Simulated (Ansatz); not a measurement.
O-17 NMR of the central transition in SiO2

Cell: a computed structure from the Materials Project (it need not be an observed phase), taken as it stands.

```cif
data_SiO2
_symmetry_space_group_name_H-M 'P6_522'
_symmetry_Int_Tables_number 179
_cell_length_a 7.3006
_cell_length_b 7.3006
_cell_length_c 7.0051
_cell_angle_alpha 90.000
_cell_angle_beta 90.000
_cell_angle_gamma 120.000
loop_
_atom_site_label
_atom_site_type_symbol
_atom_site_symmetry_multiplicity
_atom_site_Wyckoff_symbol
_atom_site_fract_x
_atom_site_fract_y
_atom_site_fract_z
Si Si 6 b 0.5339 0.7669 0.4167
O7 O 6 b 0.6123 0.3877 0.0833
O8 O 6 a 0.0000 0.6829 0.1667
```

One atom of each set is listed.

Computed with Ansatz: DFT, PBE, plane waves and PAW (field gradients read without the response of the frozen cores, which leaves them typically 4 to 6 % off), scalar-relativistic, 420 eV cutoff, Γ-centred 3×3×3 k-points, Fermi–Dirac smearing 0.02 eV.

O-17 has I = 5/2 and Q = -25.58 mb (Pyykkö 2018); at 11.7 T its Larmor frequency is ν₀ = 67.6 MHz. Only the quadrupole interaction is simulated: positions count from each site's isotropic chemical shift, and J coupling is left out, as are shift anisotropy and dipolar coupling, which fast spinning averages.

(1) Simulate the second-order pattern (fast magic-angle spinning, Gaussian broadening 0.3 kHz) of site O7 (2 Si at 1.60 Å, angle 176°).

Results:

(1) The calculation gives C_Q = -6.51 MHz and η = 0.00, so ν_Q = 0.976 MHz and the centre of gravity lies at -55.7 ppm (-3.76 kHz).

(offset (kHz), height): (-9.812, 0), (-9.581, 0), (-9.350, 3), (-9.120, 4), (-8.889, 5), (-8.658, 5), (-8.428, 5), (-8.197, 5), (-7.966, 5), (-7.736, 5), (-7.505, 5), (-7.274, 5), (-7.043, 5), (-6.813, 6), (-6.582, 6), (-6.351, 6), (-6.121, 15), (-5.890, 65), (-5.659, 72), (-5.429, 50), (-5.198, 42), (-4.967, 38), (-4.736, 36), (-4.506, 34), (-4.275, 33), (-4.044, 33), (-3.814, 33), (-3.583, 33), (-3.352, 33), (-3.122, 34), (-2.891, 36), (-2.660, 38), (-2.429, 41), (-2.199, 45), (-1.968, 52), (-1.737, 67), (-1.507, 100), (-1.276, 63), (-1.045, 5), (-0.814, 0)

At O7 V_zz points along the line of its two bonds (within 1°).
